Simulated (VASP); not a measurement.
## From VASP inputs to Ansatz: NaF (strained zincblende)

INCAR

```
ALGO = Normal
SIGMA = 0.01
IBRION = -1
LREAL = .FALSE.
LWAVE = .FALSE.
NBANDS = 14
ISIF = 2
LASPH = .TRUE.
LELF = .TRUE.
PREC = Accurate
ENCUT = 520
ISMEAR = 0
METAGGA = R2SCAN
EDIFF = 1E-7
LCHARG = .TRUE.
NELM = 120
NSW = 0
```

KPOINTS

```
KPOINTS created by Atomic Simulation Environment
0
Gamma
8 8 8
0 0 0
```

KPOINTS_OPT

```
special points
6
Reciprocal
0.0000000000 0.0000000000 0.0000000000 1
-0.5000000000 -0.5000000000 0.0000000000 1
-0.3750000000 -0.3750000000 0.2500000000 1
-0.3750000000 0.0000000000 0.3750000000 1
0.0000000000 0.0000000000 0.5000000000 1
-0.5000000000 -0.2500000000 0.2500000000 1
```

POSCAR

```
Na F
 1.0000000000000000
     0.0000000000000000    2.5312613679000000    2.5312613679000000
     2.4059639302000000    0.0000000000000000    2.5312613679000000
     2.4059639302000000    2.5312613679000000    0.0000000000000000
 Na  F
   1   1
Cartesian
  0.0000000000000000  0.0000000000000000  0.0000000000000000
  1.2029819651000000  1.2656306839500000  1.2656306839500000
```

VASP ran with the recommended PBE PAW datasets (14 valence electrons in the cell).

Q: Write an Ansatz input for this cell and level of theory.

A: 

```yaml
crystal:
  lattice:
    - [0.0, 2.5312613679, 2.5312613679]
    - [2.4059639302, 0.0, 2.5312613679]
    - [2.4059639302, 2.5312613679, 0.0]
  atoms:
    - { symbol: Na, position: [0.0, 0.0, 0.0] }
    - { symbol: F, position: [0.25, 0.25, 0.25] }
kpoints:
  mp_grid: { grid: [8, 8, 8] }
  band_path:
    path:
      - [0.0, 0.0, 0.0]
      - [-0.5, -0.5, 0.0]
      - [-0.375, -0.375, 0.25]
      - [-0.375, 0.0, 0.375]
      - [0.0, 0.0, 0.5]
      - [-0.5, -0.25, 0.25]
    npoints: 1
hamiltonian:
  xc: r2scan
scf:
  occupations: { method: fixed }
  n_extra_bands: 4
output:
  forces: true
  stress: true
  eigenvalues: true
```

Other inputs would serve too.

```tsv
	VASP	Ansatz
gap between bands v and c	6.42 eV	6.41 eV
least direct gap	6.42 eV	6.41 eV
pressure	1.8 GPa	2.1 GPa
```

The two codes use different PAW datasets and cutoffs. VASP's cell holds 14 valence electrons and Ansatz's 16. Ansatz's stress includes a Pulay correction; VASP's doesn't.
